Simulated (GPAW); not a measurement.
Runs of GPAW 26.7.0 on PtSe2 (Sudovikovite). Symmetry: P-3m1, No. 164, trigonal system. The conventional cell has a = 3.724 Å, b = 3.724 Å, c = 5.062 Å, α = 90.00°, β = 90.00°, γ = 120.00°. Pt (site symmetry -3m) is surrounded by 6 Se at 2.49 Å. Se (site symmetry 3m) has 3 Pt at 2.49 Å as nearest neighbours. 

```tsv
task	level	potentials or basis	spin	cell	band path	band points	data set	eigensolver	spin axis theta (degrees)	gap on the mesh (eV)	pressure (GPa)	relaxed volume (Å³/atom)	largest force (eV/Å)
band structure	LDA	the program's PAW data sets (release 1.2.1) made for this functional, other valence, pw	off	as given	GMKGALHA,LM,KH	100	Pt 10	-	-	-	0.1	-	0.30
band structure	BLYP	PAW data sets generated in the run's folder for this functional, pw	SOC, no magnetisation	as given	GMKGALHA,LM,KH	60	-	davidson	54.7	-	(b)	-	(c)
relaxation of cell and atoms	BLYP+D4	PAW data sets generated in the run's folder for this functional, pw	off	relaxed	-	-	-	davidson	-	none	0.0	20.32	0.01
band structure	LDA	PAW data sets generated in the run's folder for this functional, pw	off	as given	GMKGALHA,LM,KH	100	-	-	-	-	-0.7	-	0.19
relaxation of cell and atoms	PW91+D3(BJ)	PAW data sets generated in the run's folder for this functional, pw	off	relaxed	-	-	-	-	-	none	0.0	(a)	-
```

Alike in all rows: k mesh 6 × 6 × 4; cutoff (eV) 600; smearing fermi-dirac 0.05 eV.

Task: Fill in the values left out.

Result: (a) 20.26; (b) 14.3; (c) 0.99.

Caveats: spin-orbit coupling is left out, which moves the levels of the heavy elements (some runs); later steps reuse the first step's grids (some runs); pairwise dispersion overbinds metals, which lowers pressure and volume (some runs); spin-orbit coupling was added after a scalar SCF, so levels and gaps hold it while energy, forces, pressure and moments don't (some runs); this program's spin-orbit splittings come out too wide for heavy elements (some runs).

A k mesh can miss the band edges, and rows without SOC leave out spin-orbit coupling on Pt, Se.

A gap of «none» marks a metal or a gap under the smearing width.

The runs don't all hold the same shells in valence.

Runs at the PBE level aren't shown here.
